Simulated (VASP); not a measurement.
## KMgF3: single point with PBEsol

The system is KMgF3.

```
CELL_PARAMETERS angstrom
3.98590 0.00000 0.00000
0.00000 3.98590 0.00000
0.00000 0.00000 3.98590
ATOMIC_POSITIONS crystal
K 0.50000 0.42473 0.50000
Mg 0.00000 0.00000 0.00000
F 0.50000 0.00000 0.00000
F 0.00000 0.50000 0.00000
F 0.00000 0.00000 0.50000
```

The cell isn't the ideal one: atom 1 (K) moved by (-0.300, +0.000) A along y and z.

| Item | Value |
| --- | --- |
| Program | VASP 6.6.1 |
| Task | single point |
| Functional | PBEsol |
| Potentials or basis | VASP PAW PBE potentials, release 64 (K_sv, Mg, F) |
| Cutoff | 520 eV |
| k mesh | 6 × 6 × 6 |
| Occupations | gaussian, width 0.05 eV |
| Spin | no spin polarisation |
| Dipole correction | no |
| Further INCAR settings | ALGO = Fast; EDIFF = 1e-06; NBANDS = 24 |

```json
{"Pressure": "1.0 GPa", "Largest force": "0.716 eV/Å", "Band gap on the k mesh": "7.13 eV, indirect (least direct gap 7.46 eV)"}
```

Forces in eV/Å, atoms in the order of the input:
```
K    0.000  0.716  0.000
Mg   0.000 -0.348  0.000
F    0.000 -0.123  0.000
F    0.000 -0.122  0.000
F    0.000 -0.123  0.000
```

Stress tensor (GPa, compression positive):
```
1.05 0.00 0.00
0.00 0.81 0.00
0.00 0.00 1.05
```

Levels at points of the mesh, in eV from the valence-band top:
| k point | band 12 | band 13 | band 14 | band 15 | band 16 | band 17 | band 18 | band 19 | band 20 | band 21 |
| --- | --- | --- | --- | --- | --- | --- | --- | --- | --- | --- |
| (0.00, 0.00, 0.00) | -0.66 | -0.66 | -0.34 | -0.33 | -0.33 | 7.13 | 10.07 | 10.14 | 12.10 | 12.39 |
| (0.50, 0.00, 0.00) | -1.00 | -0.92 | -0.77 | -0.53 | -0.50 | 9.90 | 10.24 | 11.06 | 12.61 | 12.67 |
| (0.00, 0.50, 0.00) | -0.93 | -0.85 | -0.85 | -0.57 | -0.57 | 10.01 | 10.30 | 11.21 | 12.71 | 12.90 |
| (0.50, 0.50, 0.00) | -1.09 | -1.00 | -0.93 | -0.91 | 0.00 | 10.74 | 11.68 | 12.18 | 12.56 | 12.64 |
| (0.50, 0.00, 0.50) | -1.09 | -1.09 | -0.83 | -0.83 | -0.10 | 10.81 | 11.33 | 12.30 | 12.30 | 12.98 |
| (0.50, 0.50, 0.50) | -1.17 | -1.12 | -0.08 | 0.00 | 0.00 | 10.33 | 10.43 | 10.43 | 13.25 | 14.11 |

It took 38 s on 1 thread of AMD EPYC 9R45 96-Core Processor (Zen 5), with other jobs on the host, peak memory 0.17 GiB.

Caveat: the PAW data sets were made with another functional, which shifts forces and pressure a little. A k mesh can miss the band edges.
